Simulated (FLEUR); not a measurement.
The system is MnO.

```
CELL_PARAMETERS angstrom
0.00000 2.22391 2.22391
2.22391 0.00000 2.22391
2.22391 2.22391 0.00000
ATOMIC_POSITIONS crystal
Mn 0.00000 0.00000 0.00000
O 0.50000 0.50000 0.50000
```

The cell is a database's computed one.

Base run:

```yaml
Program: FLEUR MaX-R8.1 (later development tree)
Functional: PBE
Potentials_or_basis: all-electron
Basis: FLAPW
Kmax: 4.43 1/bohr
k_mesh: 10 × 10 × 10
Occupations: fermi-dirac, width 0.05 eV
Spin: collinear spin, ferromagnetic start
Starting_moments: "[4.0, 0.0] μB"
```

Its results: net moment 4.79 μB per cell; site moments Mn +4.30; O +0.22 μB.

The run is repeated on the same cell with these changes: functional from PBE to SCAN. What comes out?

Net moment 4.99 μB per cell; site moments Mn +4.50; O +0.23 μB.

Caveats: a cell with one magnetic atom can't hold antiferromagnetic order, which such compounds often take; the meta-GGA is that of a development version, with a GGA for the radial functions and cores and without core tails (some runs).

Not every run made on this cell is shown here.
